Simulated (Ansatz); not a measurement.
A run of Ansatz 0.2.0 is set up as follows.

File input.yaml:

```yaml
crystal:
  lattice:
    - [2.7309790422, 0.0, 0.0]
    - [-1.3654895211, 2.3650972278, 0.0]
    - [0.0, 0.0, 4.428489]
  atoms:
    - { symbol: Rh, position: [0.326875, 0.646371, 0.242117] }
    - { symbol: Rh, position: [0.665125, 0.350048, 0.760545] }
kpoints:
  mp_grid: { grid: [11, 11, 6] }
scf:
  occupations: { method: fermi_dirac, width: 0.05 }
hamiltonian:
  xc: pbe
  pseudopotentials: { kind: all_electron, lapw: { basis_error: 0.001 } }
output:
  forces: true
  stress: true
  eigenvalues: true
  populations: true
```

Potentials or basis: all-electron LAPW, scalar-relativistic.

Run with:

```console
$ ansatz run input.yaml --threads 1 --pin off --max-ram 3072MiB --backend cpu --events-out ev --progress --plain --runs-dir out
```

Problem. What does it give for the largest force?

Solution. 0.871 eV/Å.

Problem. Predict the pressure.

Solution. -2.3 GPa.

Problem. Estimate the band gap on the k mesh.

Solution. None (metal or under the smearing width).

Forces on the atoms (eV/Å):
```
Rh  -0.158  0.326  0.792
Rh   0.158 -0.326 -0.792
```
